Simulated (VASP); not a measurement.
The system is Ca.

```
Ca
1.0
    -2.24000    2.24000    2.24000
     2.24000   -2.24000    2.24000
     2.24000    2.24000   -2.24000
Ca
1
Cartesian
  0.0000 0.0000 0.0000
```

This isn't the form of Ca at room conditions, which is fcc.

```yaml
Program: VASP 6.6.1
Task: relaxation of cell and atoms
Functional: SCAN
Potentials_or_basis: VASP PAW PBE potentials, release 64 (Ca_sv)
Cutoff: 600 eV
k_mesh: 8 × 8 × 8
Occupations: fermi-dirac, width 0.05 eV
Spin: no spin polarisation
```

At the start: pressure -0.6 GPa; volume 44.96 Å³/atom.

Where does the relaxation end?

Over 5 steps the energy falls by 3.3 meV/atom and the volume is 43.55 Å³/atom (-3.1 %); space group Im-3m (No. 229, to 0.05 Å).

The path:
| step | energy change (eV) | largest force (eV/Å) | pressure (GPa) | volume (Å³) |
| --- | --- | --- | --- | --- |
| 1 | 0.0000 | 0.0000 | -0.58 | 44.96 |
| 2 | -0.0029 | 0.0000 | -0.16 | 43.91 |
| 3 | -0.0031 | 0.0000 | -0.09 | 43.73 |
| 4 | -0.0033 | 0.0000 | 0.10 | 43.36 |
| 5 | -0.0033 | 0.0000 | 0.01 | 43.55 |

Final structure:
```xyz
1
Lattice="-2.2164 2.2164 2.2164 2.2164 -2.2164 2.2164 2.2164 2.2164 -2.2164" Properties=species:S:1:pos:R:3 pbc="T T T"
Ca    0.0000    0.0000    0.0000
```

Caveat: the PAW data sets were made with another functional, which shifts forces and pressure a little.
